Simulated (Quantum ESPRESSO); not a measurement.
Input of a Quantum ESPRESSO 7.5 run:

Contents of pw.in:

```
&CONTROL
  calculation = 'scf'
  prefix = 'pwscf'
  outdir = './tmp'
  pseudo_dir = './pseudo'
  tprnfor = .true.
  tstress = .true.
  disk_io = 'low'
/
&SYSTEM
  ibrav = 0
  nat = 2
  ntyp = 2
  ecutwfc = 56
  ecutrho = 448
  nbnd = 19
  occupations = 'smearing'
  smearing = 'fd'
  degauss = 0.00367493
/
&ELECTRONS
  conv_thr = 4d-10
  electron_maxstep = 120
  mixing_beta = 0.5
/
ATOMIC_SPECIES
As    74.9216 as_pbesol_v1.uspp.F.UPF
Ga    69.7230 ga_pbesol_v1.4.uspp.F.UPF
CELL_PARAMETERS angstrom
   0.0000000000    2.8268500000    2.8268500000
   2.8268500000    0.0000000000    2.8268500000
   2.8268500000    2.8268500000    0.0000000000
ATOMIC_POSITIONS crystal
As     0.7500000000    0.7500000000    0.7500000000
Ga     0.0000000000    0.0000000000    0.0000000000
K_POINTS automatic
8 8 8 0 0 0
```

pp_density.in

```
&INPUTPP
  prefix = 'pwscf'
  outdir = './tmp'
  filplot = 'density.dat'
  plot_num = 0
/
&PLOT
  nfile = 1
  filepp(1) = 'density.dat'
  iflag = 3
  output_format = 6
  fileout = 'density.cube'
/
```

Contents of pp_potential.in:

```
&INPUTPP
  prefix = 'pwscf'
  outdir = './tmp'
  filplot = 'potential.dat'
  plot_num = 11
/
&PLOT
  nfile = 1
  filepp(1) = 'potential.dat'
  iflag = 3
  output_format = 6
  fileout = 'potential.cube'
/
```

Potentials or basis: GBRV 1.5 PBEsol.

Run with:

```sh
$ OMP_NUM_THREADS=1 mpirun -n 2 pw.x -nk 2 -in pw.in > pw.out
$ OMP_NUM_THREADS=1 mpirun -n 1 pp.x -in pp_density.in > pp_density.out
$ OMP_NUM_THREADS=1 mpirun -n 1 pp.x -in pp_potential.in > pp_potential.out
```

Problem. What does it give for the pressure?

Solution. 0.5 GPa.

Problem. What does it give for the band gap on the k mesh?

Solution. 0.45 eV, direct.

**The experiment to reproduce.**

“Evidence of valence band perturbations in GaAsN/GaAs(001): A combined variable-angle spectroscopic ellipsometry and modulated photoreflectance investigation”, 2008, arxiv:0805.2212 reports, for a bulk crystal of GaAs at 300 K: band gap 1.418 ± 0.005 eV (direct).

Against the measured gap of GaAs, 1.418 eV (direct; 300 K; “Evidence of valence band perturbations in GaAsN/GaAs(001): A combined variable-angle spectroscopic ellipsometry and modulated photoreflectance investigation”, 2008, arxiv:0805.2212), the calculated 0.45 eV is off by -0.97 eV. 3 values of this kind are on record (1.412 to 1.51 eV); this one was drawn at random among those near their median, those with a stated uncertainty first. Spin-orbit coupling on As, Ga is left out. The value is that of PBEsol on a finite k mesh, which can miss the band edges, without temperature or zero-point motion. Semilocal functionals fall short of measured gaps as a rule.
